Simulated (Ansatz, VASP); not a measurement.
## One calculation of BN, two programs

```
N B
1.0
     0.00000    1.81300    1.81300
     1.81300    0.00000    1.81300
     1.81300    1.81300    0.00000
N B
1 1
Direct
  0.25000 0.25000 0.25000
  0.00000 0.00000 0.00000
```

The cell is a database's computed one.

Alike in both runs: task single point; functional PBE; k mesh 13 × 13 × 13; occupations gaussian, width 0.019 eV; no spin polarisation.

|  | VASP | Ansatz |
| --- | --- | --- |
| version | VASP 6.6.1 | Ansatz 0.2.0 |
| potentials or method | VASP PAW PBE potentials, release 64 (N, B) | Ansatz PAW |
| plane-wave cutoff (eV) | 520 | 420 |
| valence electrons in the cell | 8 | 8 |

|  | VASP | Ansatz | Ansatz less VASP |
| --- | --- | --- | --- |
| gap on the k mesh at the Fermi level (eV) | 4.52 | 4.54 | +0.012 |
| least direct gap on the mesh (eV) | 8.78 | 8.79 | +0.011 |
| pressure (GPa) | -0.2 | -0.4 | -0.24 |

Caveats: an odd mesh through Γ misses points on the zone boundary, where band edges often lie (VASP); odd divisions of the mesh miss points on the zone boundary, where band edges often lie, so the gap on the mesh can be too wide (Ansatz); the pressure holds a Pulay correction of +1.1 GPa for the finite cutoff (Ansatz). A hybrid or GW would open this gap; PBE tends to underestimate it.
